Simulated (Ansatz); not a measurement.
Crystal: WS2 (Tungstenite).

```
W S
1.0
     3.18000    0.00000    0.00000
    -1.59000    2.75396    0.00000
     0.00000    0.00000   12.50000
W S
2 4
Direct
  0.66667 0.33333 0.75000
  0.33333 0.66667 0.25000
  0.66667 0.33333 0.37500
  0.33333 0.66667 0.87500
  0.66667 0.33333 0.12500
  0.33333 0.66667 0.62500
```

Base run:

- Program: Ansatz 0.2.0
- Functional: revPBE
- Potentials or basis: Ansatz PAW
- Cutoff: 420 eV (not typed: the program's choice for these potentials)
- k mesh: 10 × 10 × 3
- Occupations: fermi-dirac, width 0.05 eV
- Spin: no spin polarisation

Its results: band gap on the k mesh 1.16 eV, indirect (least direct gap 2.09 eV); pressure 4.2 GPa; largest force 0.185 eV/Å.

Q: The run is repeated on the same cell with these changes: functional from revPBE to LDA. What comes out?

A: Band gap on the k mesh 1.04 eV, indirect (least direct gap 2.06 eV); pressure -5.6 GPa; largest force 0.358 eV/Å.

LDA binds more tightly than revPBE, so the same cell stands under less pressure.

Caveats: the k mesh misses the band edges, so the gap on the mesh is wider than the one along the path; spin-orbit coupling is left out, which moves the levels of the heavy elements; the PAW data sets come from PBE, with cores solved anew for the run's functional, which leaves a small shift of forces and pressure; this functional lacks dispersion, which binds the layers, so the pressure and a relaxed spacing across them are unreliable (some runs).
